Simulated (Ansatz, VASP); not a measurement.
**Two plane-wave programs on Hf2C**

```xyz
3
Lattice="4.6680 0.0000 0.0000 -2.3340 4.0426 0.0000 0.0000 0.0000 2.7540" Properties=species:S:1:pos:R:3 pbc="T T T"
Hf    0.0000    2.6951    1.3770
Hf    2.3340    1.3475    1.3770
C     0.0000    0.0000    0.0000
```

Change from the starting cell: species swapped into the EuHg2 type (P6/mmm, No. 191).

Alike in both runs: functional PBE; k mesh 12 × 12 × 16; occupations gaussian, width 0.1 eV; no spin polarisation.

Ansatz relaxed the structure, and its values are those at the end. VASP's run is a single point on that final structure, the one shown.

|  | VASP | Ansatz |
| --- | --- | --- |
| version | VASP 6.6.1 | Ansatz 0.2.0 |
| potentials or method | VASP PAW PBE potentials, release 64 (Hf_pv, C) | scalar-relativistic, plane waves, PAW |
| plane-wave cutoff (eV) | 520 | 420 |
| valence electrons in the cell | 24 | 56 |

|  | VASP | Ansatz | Ansatz less VASP |
| --- | --- | --- | --- |
| gap on the k mesh at the Fermi level (eV) | none | none | - |
| pressure (GPa) | -0.7 | 0.0 | +0.65 |

A gap of «none» marks a metal or a gap that the smearing closes. The functional is the same, so the differences come from potentials, cutoffs and numerics. The two sets of potentials don't hold the same shells in valence.

Spin-orbit coupling is left out, which matters for the levels of Hf.
